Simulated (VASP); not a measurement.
# ZnS3 (Pm-3m) in VASP: notebook

One crystal, ZnS3, is run at these levels: r2SCAN; tasks: single point, relaxation of cell and atoms.

All numbers are computed with VASP 6.6.1; they aren't measurements. Logs are shortened: lines on timing, memory, paths and dates and some standing lists are left out, and cuts for length are marked.

**1. Starting point**

The structure is cubic, space group Pm-3m (No. 221). The conventional cell has a = 4.065 Å, b = 4.065 Å, c = 4.065 Å, α = 90.00°, β = 90.00°, γ = 90.00°. Around Zn (site symmetry m-3m) lie 12 S at 2.87 Å. S (site symmetry 4/mmm) is surrounded by 4 Zn at 2.87 Å and 8 S at 2.87 Å.

The cell was built by a generator and needn't be a form met in nature.

**2. Single point, r2SCAN**

The input, POSCAR:

```
ZnS3
1.0
    4.0647319388      0.0000000000      0.0000000000
    0.0000000000      4.0647319388      0.0000000000
    0.0000000000      0.0000000000      4.0647319388
Zn S
1 3
Direct
    0.0000000000      0.0000000000      0.0000000000
    0.0000000000      0.5000000000      0.5000000000
    0.5000000000      0.0000000000      0.5000000000
    0.5000000000      0.5000000000      0.0000000000
```

The input, INCAR.step1:

```
ALGO     = Normal         # electronic algorithm
EDIFF    = 1E-4           # SCF threshold, eV
ENCUT    = 520            # plane-wave cutoff, eV
GGA      = PE             # functional
ISMEAR   = 0              # smearing method
LASPH    = True           # aspherical terms in the spheres
LCHARG   = False          # write CHGCAR
LREAL    = False          # projectors in reciprocal space
LWAVE    = True           # write WAVECAR
NBANDS   = 23             # bands
NELM     = 100            # most SCF steps
PREC     = Accurate       # precision mode
SIGMA    = 0.1            # smearing width, eV
```

The input, INCAR.step2:

```
ALGO     = Normal         # electronic algorithm
EDIFF    = 1E-6           # SCF threshold, eV
ENCUT    = 520            # plane-wave cutoff, eV
ISIF     = 2              # what is computed and relaxed
ISMEAR   = 0              # smearing method
ISTART   = 1            
LASPH    = True           # aspherical terms in the spheres
LCHARG   = False          # write CHGCAR
LMIXTAU  = True         
LREAL    = False          # projectors in reciprocal space
LWAVE    = False          # write WAVECAR
METAGGA  = R2SCAN         # meta-GGA
NBANDS   = 23             # bands
NELM     = 100            # most SCF steps
PREC     = Accurate       # precision mode
SIGMA    = 0.1            # smearing width, eV
```

The input, KPOINTS:

```
k-points
0
Gamma
  4 4 4
```

Potentials or basis: VASP PAW PBE potentials, release 64 (Zn, S).

Launch:

```console
$ cat potpaw_PBE.64/Zn/POTCAR potpaw_PBE.64/S/POTCAR > POTCAR
$ cp INCAR.step1 INCAR
$ mpirun -np 1 vasp_std > vasp.out
$ cp INCAR.step2 INCAR
$ mpirun -np 1 vasp_std > vasp.out
```

OUTCAR:

```text
EDIFF = 1E-6
   ENCUT = 520
   ISIF = 2
   ISMEAR = 0
   ISTART = 1
   LASPH = True
   LREAL = False
   METAGGA = R2SCAN
   NELM = 100
   PREC = Accurate

 ion  position               nearest neighbor table
   1  0.000  0.000  0.000-   2 2.87   3 2.87   4 2.87   2 2.87   3 2.87   2 2.87   4 2.87   2 2.87
                             3 2.87   4 2.87   3 2.87   4 2.87
   2  0.000  0.500  0.500-   1 2.87   1 2.87   1 2.87   1 2.87
   3  0.500  0.000  0.500-   1 2.87   1 2.87   1 2.87   1 2.87
   4  0.500  0.500  0.000-   1 2.87   1 2.87   1 2.87   1 2.87

  LATTYP: Found a simple cubic cell.
 ALAT       =     4.0647319388

  Lattice vectors:

 A1 = (   4.0647319388,   0.0000000000,   0.0000000000)
 A2 = (   0.0000000000,   4.0647319388,   0.0000000000)
 A3 = (   0.0000000000,   0.0000000000,   4.0647319388)

Analysis of symmetry for initial positions (statically):
=====================================================================
 Subroutine PRICEL returns:
 Original cell was already a primitive cell.

 Routine SETGRP: Setting up the symmetry group for a
 simple cubic supercell.

 Subroutine GETGRP returns: Found 48 space group operations
 (whereof 48 operations were pure point group operations)
 out of a pool of 48 trial point group operations.

The static configuration has the point symmetry O_h .

Analysis of symmetry for dynamics (positions and initial velocities):
=====================================================================
 Subroutine PRICEL returns:
 Original cell was already a primitive cell.

 Routine SETGRP: Setting up the symmetry group for a
 simple cubic supercell.

 Subroutine GETGRP returns: Found 48 space group operations
 (whereof 48 operations were pure point group operations)
 out of a pool of 48 trial point group operations.

The dynamic configuration has the point symmetry O_h .

 Subroutine INISYM returns: Found 48 space group operations
 (whereof 48 operations are pure point group operations),
 and found     1 'primitive' translations

----------------------------------------------------------------------------------------

                                     Primitive cell

  volume of cell :      67.1577

  direct lattice vectors                    reciprocal lattice vectors
     4.064731939  0.000000000  0.000000000     0.246018683  0.000000000  0.000000000
     0.000000000  4.064731939  0.000000000     0.000000000  0.246018683  0.000000000
     0.000000000  0.000000000  4.064731939     0.000000000  0.000000000  0.246018683

  length of vectors
     4.064731939  4.064731939  4.064731939     0.246018683  0.246018683  0.246018683

  position of ions in fractional coordinates (direct lattice)
     0.000000000  0.000000000  0.000000000
     0.000000000  0.500000000  0.500000000
     0.500000000  0.000000000  0.500000000
     0.500000000  0.500000000  0.000000000

  ion indices of the primitive-cell ions
   primitive index   ion index
                 1           1
                 2           2
                 3           3
                 4           4

----------------------------------------------------------------------------------------

 KPOINTS: k-points

Automatic generation of k-mesh.
 Grid dimensions read from file:
 generate k-points for:    4    4    4

 Generating k-lattice:

  Cartesian coordinates                     Fractional coordinates (reciprocal lattice)
     0.061504671  0.000000000  0.000000000     0.250000000  0.000000000  0.000000000
     0.000000000  0.061504671  0.000000000     0.000000000  0.250000000  0.000000000
     0.000000000  0.000000000  0.061504671     0.000000000  0.000000000  0.250000000

  Length of vectors
     0.061504671  0.061504671  0.061504671

  Shift w.r.t. Gamma in fractional coordinates (k-lattice)
     0.000000000  0.000000000  0.000000000

 Subroutine IBZKPT returns following result:
 ===========================================

 Found     10 irreducible k-points:

 Following reciprocal coordinates:
            Coordinates               Weight
  0.000000  0.000000  0.000000      1.000000
  0.250000  0.000000  0.000000      6.000000
  0.500000  0.000000  0.000000      3.000000
  0.250000  0.250000  0.000000     12.000000
  0.500000  0.250000  0.000000     12.000000
  0.500000  0.500000  0.000000      3.000000
  0.250000  0.250000  0.250000      8.000000
  0.500000  0.250000  0.250000     12.000000
  0.500000  0.500000  0.250000      6.000000
  0.500000  0.500000  0.500000      1.000000
   k-points           NKPTS =     10   k-points in BZ     NKDIM =     10   number of bands    NBANDS=     23
   number of dos      NEDOS =    301   number of ions     NIONS =      4
   total plane-waves  NPLWV =  27000
   dimension x,y,z NGX =    30 NGY =   30 NGZ =   30
   dimension x,y,z NGXF=    60 NGYF=   60 NGZF=   60
   ions per type =               1   3
   NGX,Y,Z   is equivalent  to a cutoff of  12.27, 12.27, 12.27 a.u.
   NGXF,Y,Z  is equivalent  to a cutoff of  24.54, 24.54, 24.54 a.u.
 SYSTEM =  unknown system
   PREC   = accura    normal or accurate (medium, high low for compatibility)
   ISTART =      1    job   : 0-new  1-cont  2-samecut
   ICHARG =      0    charge: 1-file 2-atom 10-const
   ISPIN  =      1    spin polarized calculation?
   LNONCOLLINEAR =      F non collinear calculations
   LSORBIT =      F    spin-orbit coupling
   LASPH  =      T    aspherical Exc in radial PAW
   ENCUT  =  520.0 eV  38.22 Ry    6.18 a.u.   7.56  7.56  7.56*2*pi/ulx,y,z
   NELM   =    100;   NELMIN=  2; NELMDL=  0     # of ELM steps
   EDIFF  = 0.1E-05   stopping-criterion for ELM
   LREAL  =      F    real-space projection
   EDIFFG = 0.1E-04   stopping-criterion for IOM
   NSW    =      0    number of steps for IOM
   IBRION =     -1    ionic relax: 0-MD 1-quasi-New 2-CG
   NFREE  =      0    steps in history (QN), initial steepest desc. (CG)
   ISIF   =      2    stress and relaxation
   ISYM   =      2    0-nonsym 1-usesym 2-fastsym
   POTIM  = 0.5000    time-step for ionic-motion
   TEBEG  =    0.0;   TEEND  =   0.0 temperature during run
   PSTRESS=    0.0 pullay stress
   NELECT =      30.0000    total number of electrons
   NUPDOWN=      -1.0000    fix difference up-down
   EMIN   =  10.00;   EMAX   =-10.00  energy-range for DOS
   EFERMI =   0.00;   METHOD = LEGACY
   ISMEAR =     0;   SIGMA  =   0.10  broadening in eV -4-tet -1-fermi 0-gaus
   EFERMI_NEDOS =   21; number of points for ismear=-14 and -15
   IALGO  =     38    algorithm
   IMIX   =      4    mixing-type and parameters
     AMIX     =   0.40;   BMIX     =  1.00
     AMIX_MAG =   1.60;   BMIX_MAG =  1.00
  volume/ion in A,a.u.               =      16.79       113.30
  Fermi-wavevector in a.u.,A,eV,Ry     =   1.251459  2.364915 21.308764  1.566150
  Thomas-Fermi vector in A             =   2.385406
   LORBIT       =      0    0 simple, 1 ext, 2 COOP (PROOUT), +10 PAW based schemes
   METAGGA = R2SCAN    functional components
   LHFCALC =     F    Hartree Fock is set to
   AEXX    =    0.0000 exact exchange contribution
   IVDW    =     0    specifies the selected vdW correction
   LEPSILON=     F    determine dielectric tensor
   LRPA    =     F    only Hartree local field effects (RPA)
 non-spin polarized calculation
 Gauss-broadening in eV      SIGMA  =   0.10
  energy-cutoff  :      520.00
  volume of cell :       67.16
 maximum number of plane-waves:      1856
   NGX = 15   NGY = 15   NGZ = 15

 number of electron      29.9999996 magnetization

 Free energy of the ion-electron system (eV)
  ---------------------------------------------------
  ext. energy  EPLUGINS =         0.00000000
  ---------------------------------------------------
  free energy    TOTEN  =       -29.34039193 eV

  energy without entropy =      -29.32516798  energy(sigma->0) =      -29.33277996

 E-fermi :   5.7870     XC(G=0): -11.4813

 val. band max:        5.7620960058   @ k =   0.5000   0.2500   0.0000
 cond. band min:       5.8953288702   @ k =   0.5000   0.5000   0.2500
 fundamental gap:      0.1332328643
 Fermi energy:         5.7869809713

 k-point     1 :       0.0000    0.0000    0.0000
  band No.  band energies     occupation
      1     -10.7290      2.00000
      2      -5.9840      2.00000
      3      -5.9840      2.00000
      4      -1.7281      2.00000
      5      -1.7281      2.00000
      6      -1.7281      2.00000
[... 15 lines left out ...]
     22      12.8702      0.00000
     23      12.8702      0.00000

 k-point     2 :       0.2500    0.0000    0.0000
  band No.  band energies     occupation
      1     -10.3006      2.00000
      2      -6.9996      2.00000
      3      -5.8642      2.00000
      4      -1.8383      2.00000
      5      -1.8383      2.00000
      6      -1.7500      2.00000
[... 15 lines left out ...]
     22      13.2879      0.00000
     23      14.0387      0.00000

 k-point     3 :       0.5000    0.0000    0.0000
  band No.  band energies     occupation
      1      -9.4709      2.00000
      2      -8.3099      2.00000
      3      -5.7336      2.00000
      4      -1.9229      2.00000
      5      -1.9229      2.00000
      6      -1.8893      2.00000
[... 15 lines left out ...]
     22      13.9833      0.00000
     23      15.3652      0.00000
[... 131 lines left out ...]
 k-point     9 :       0.5000    0.5000    0.2500
  band No.  band energies     occupation
      1      -7.8033      2.00000
      2      -7.7202      2.00000
      3      -7.7202      2.00000
      4      -1.9470      2.00000
      5      -1.7850      2.00000
      6      -1.7850      2.00000
[... 15 lines left out ...]
     22      16.2167      0.00000
     23      16.2167      0.00000

 k-point    10 :       0.5000    0.5000    0.5000
  band No.  band energies     occupation
      1      -7.5655      2.00000
      2      -7.5655      2.00000
      3      -7.5655      2.00000
      4      -1.7508      2.00000
      5      -1.6667      2.00000
      6      -1.6667      2.00000
[... 15 lines left out ...]
     22      16.0031      0.00000
     23      16.0031      0.00000

------------------------ aborting loop because EDIFF is reached ----------------------------------------

  FORCE on cell =-STRESS in cart. coord.  units (eV):
  Direction    XX          YY          ZZ          XY          YZ          ZX
  --------------------------------------------------------------------------------------
  -------------------------------------------------------------------------------------
  Total       -0.0358871     -0.0358871     -0.0358871     -0.0000000     -0.0000000      0.0000000
  in kB       -0.8561555     -0.8561555     -0.8561555     -0.0000000     -0.0000000      0.0000000
  external PRESSURE =      -0.8561555 kB  Pullay stress =       0.0000000 kB

 VOLUME and BASIS-vectors are now :
 -----------------------------------------------------------------------------
  energy-cutoff  :      520.00
  volume of cell :       67.16
      direct lattice vectors                 reciprocal lattice vectors
     4.064731939  0.000000000  0.000000000     0.246018683  0.000000000  0.000000000
     0.000000000  4.064731939  0.000000000     0.000000000  0.246018683  0.000000000
     0.000000000  0.000000000  4.064731939     0.000000000  0.000000000  0.246018683

 POSITION                                       TOTAL-FORCE (eV/Angst)
 -----------------------------------------------------------------------------------
      0.00000      0.00000      0.00000         0.000000      0.000000      0.000000
      0.00000      2.03237      2.03237         0.000000      0.000000      0.000000
      2.03237      0.00000      2.03237         0.000000      0.000000      0.000000
      2.03237      2.03237      0.00000         0.000000      0.000000      0.000000
 -----------------------------------------------------------------------------------
    total drift:                               -0.000000      0.000000     -0.000000

  FREE ENERGIE OF THE ION-ELECTRON SYSTEM (eV)
  ---------------------------------------------------
  free  energy   TOTEN  =       -29.3403919336 eV

  energy  without entropy=      -29.3251679778  energy(sigma->0) =      -29.33277996
```

Wall time 75 s (1 thread of AMD EPYC 7R43 (Zen 3), shared host); peak memory 0.14 GiB.

What came out:

* Free energy: -29.3404 eV
* Pressure: -0.1 GPa
* Band gap on the k mesh: none (metal or under the smearing width)

Levels at points of the mesh, in eV from the Fermi level:
| k point | band 12 | band 13 | band 14 | band 15 | band 16 | band 17 | band 18 | band 19 |
| --- | --- | --- | --- | --- | --- | --- | --- | --- |
| (0.00, 0.00, 0.00) | -1.41 | -1.22 | -1.22 | -1.22 | 0.92 | 0.92 | 0.92 | 6.71 |
| (0.50, 0.00, 0.00) | -3.27 | -3.27 | -2.26 | -2.12 | 0.52 | 0.52 | 3.15 | 4.01 |
| (0.50, 0.50, 0.00) | -3.02 | -2.85 | -2.47 | -2.47 | 1.36 | 1.47 | 1.83 | 3.55 |
| (0.50, 0.50, 0.50) | -6.55 | -2.58 | 1.48 | 1.48 | 1.48 | 1.54 | 1.54 | 10.21 |

Caveat: the k mesh is coarse (spacing up to 0.39 Å⁻¹), so the values aren't converged; the PAW data sets were made with another functional, which shifts forces and pressure a little.

**3. Relaxation of cell and atoms, r2SCAN**

This run uses another cell than the first one, of 18.86 Å³/atom, 1.124 times its volume.

The input, POSCAR:

```
ZnS3
1.0
    4.2257226371      0.0000000000      0.0000000000
    0.0000000000      4.2257226371      0.0000000000
    0.0000000000      0.0000000000      4.2257226371
Zn S
1 3
Direct
    0.0000000000      0.0000000000      0.0000000000
    0.0000000000      0.5000000000      0.5000000000
    0.5000000000      0.0000000000      0.5000000000
    0.5000000000      0.5000000000      0.0000000000
```

The input, INCAR.step1:

```
SYSTEM = ZnS3
PREC = Accurate
ENCUT = 600
ISMEAR = 0
SIGMA = 0.1
LREAL = .False.
LASPH = .True.
NELM = 100
GGA = PE
ALGO = Normal
EDIFF = 1E-4
LWAVE = .True.
LCHARG = .False.
```

The input, INCAR.step2:

```
SYSTEM = ZnS3
PREC = Accurate
ENCUT = 600
EDIFF = 1E-6
ISMEAR = 0
SIGMA = 0.1
LREAL = .False.
LASPH = .True.
NELM = 100
ALGO = Normal
ISIF = 3
LWAVE = .False.
LCHARG = .False.
METAGGA = R2SCAN
LMIXTAU = .True.
IBRION = 2
NSW = 90
EDIFFG = -0.04
ISTART = 1
```

The input, KPOINTS:

```
regular mesh
0
Gamma
  4 4 4
  0 0 0
```

Potentials or basis: VASP PAW PBE potentials, release 64 (Zn, S).

Launch:

```console
$ cat potpaw_PBE.64/Zn/POTCAR potpaw_PBE.64/S/POTCAR > POTCAR
$ cp INCAR.step1 INCAR
$ mpirun -np 1 vasp_std > vasp.out
$ cp INCAR.step2 INCAR
$ mpirun -np 1 vasp_std > vasp.out
```

It took 3.4 min on 1 thread of AMD EPYC 7R43 (Zen 3), shared host; peak memory 0.19 GiB.

Results (log left out):

```
Free energy                            : -29.3453 eV
Relaxed volume                         : 16.69 Å³/atom
Relaxed cell                           : a = 4.057 Å, b = 4.057 Å, c = 4.057 Å, α = 90.00°, β = 90.00°, γ = 90.00°
Space group after relaxing (to 0.05 Å) : Pm-3m (No. 221)
Energy gained by relaxing              : 51.9 meV/atom
Ionic steps                            : 2
Pressure after relaxing                : 0.4 GPa
Band gap on the k mesh                 : none (metal or under the smearing width)
```

The path:
```csv
step,energy change (eV),largest force (eV/Å),pressure (GPa),volume (Å³)
1,0.0000,0.0000,-7.03,75.46
2,-0.2076,0.0000,0.38,66.77
```

Final structure:
```yaml
crystal:
  lattice:
    - [4.05688, 0.00000, 0.00000]
    - [0.00000, 4.05688, 0.00000]
    - [0.00000, 0.00000, 4.05688]
  atoms:
    - { symbol: Zn, position: [0.00000, 0.00000, 0.00000] }
    - { symbol: S, position: [0.00000, 0.50000, 0.50000] }
    - { symbol: S, position: [0.50000, 0.00000, 0.50000] }
    - { symbol: S, position: [0.50000, 0.50000, 0.00000] }
```

Levels at points of the mesh, in eV from the Fermi level:
```tsv
k point	band 13	band 14	band 15	band 16	band 17	band 18
(0.00, 0.00, 0.00)	-1.23	-1.23	-1.23	0.93	0.93	0.93
(0.50, 0.00, 0.00)	-3.30	-2.28	-2.14	0.52	0.52	3.18
(0.50, 0.50, 0.00)	-2.87	-2.49	-2.49	1.37	1.49	1.84
(0.50, 0.50, 0.50)	-2.60	1.50	1.50	1.50	1.55	1.55
```

Caveat: the k mesh is coarse (spacing up to 0.37 Å⁻¹), so the values aren't converged; the PAW data sets were made with another functional, which shifts forces and pressure a little.

**4. Single point, r2SCAN**

This run uses another cell than the first one, of 18.86 Å³/atom, 1.124 times its volume.

POSCAR is that of step 3.

The input, INCAR.step1:

```
SYSTEM = ZnS3
ALGO = Normal ; EDIFF = 1E-4
ENCUT = 520 ; GGA = PE
ISMEAR = 0 ; LASPH = .True.
LCHARG = .False. ; LREAL = .False.
LWAVE = .True. ; NBANDS = 23
NELM = 100 ; PREC = Accurate
SIGMA = 0.1
```

The input, INCAR.step2:

```
SYSTEM = ZnS3
ALGO = Normal ; EDIFF = 1E-6
ENCUT = 520 ; ISIF = 2
ISMEAR = 0 ; ISTART = 1
LASPH = .True. ; LCHARG = .False.
LMIXTAU = .True. ; LREAL = .False.
LWAVE = .False. ; METAGGA = R2SCAN
NBANDS = 23 ; NELM = 100
PREC = Accurate ; SIGMA = 0.1
```

The input, KPOINTS:

```
k-points
0
Gamma
  4 4 4
  0 0 0
```

Launch:

```console
$ cat potpaw_PBE.64/Zn/POTCAR potpaw_PBE.64/S/POTCAR > POTCAR
$ cp INCAR.step1 INCAR
$ mpirun -np 1 vasp_std > vasp.out
$ cp INCAR.step2 INCAR
$ mpirun -np 1 vasp_std > vasp.out
```

Wall time 75 s (1 thread of AMD EPYC 7R43 (Zen 3), shared host); peak memory 0.16 GiB.

It converged, with:

| Quantity | Value |
| --- | --- |
| Free energy | -29.1371 eV |
| Pressure | -7.1 GPa |
| Band gap on the k mesh | none (metal or under the smearing width) |

Levels at points of the mesh, in eV from the Fermi level:
| k point | band 12 | band 13 | band 14 | band 15 | band 16 | band 17 | band 18 | band 19 |
| --- | --- | --- | --- | --- | --- | --- | --- | --- |
| (0.00, 0.00, 0.00) | -1.22 | -1.04 | -1.04 | -1.04 | 0.81 | 0.81 | 0.81 | 6.87 |
| (0.50, 0.00, 0.00) | -2.72 | -2.72 | -1.90 | -1.81 | 0.44 | 0.44 | 2.69 | 4.04 |
| (0.50, 0.50, 0.00) | -2.67 | -2.33 | -2.11 | -2.11 | 1.15 | 1.20 | 1.61 | 3.92 |
| (0.50, 0.50, 0.50) | -5.61 | -2.13 | 1.22 | 1.22 | 1.22 | 1.28 | 1.28 | 9.43 |

Caveat: the k mesh is coarse (spacing up to 0.37 Å⁻¹), so the values aren't converged; the PAW data sets were made with another functional, which shifts forces and pressure a little.

**5. The runs side by side**

```csv
task,cell,cutoff (eV),gap on the mesh (eV),pressure (GPa)
single point,"Pm-3m, 16.79 Å³/atom",520,none,-0.1
relaxation of cell and atoms,relaxed,600,none,0.4
single point,"Pm-3m, 18.86 Å³/atom",520,none,-7.1
```

Alike in all rows: level r2SCAN; potentials or basis VASP PAW PBE potentials, release 64 (Zn, S); no spin polarisation; k mesh 4 × 4 × 4; smearing gaussian 0.1 eV; the mesh is coarse, so values aren't converged.

Caveats: all runs use coarse meshes; the PAW data sets were made with another functional, which shifts forces and pressure a little.

Absolute energies hang on the potentials; compare differences alone.
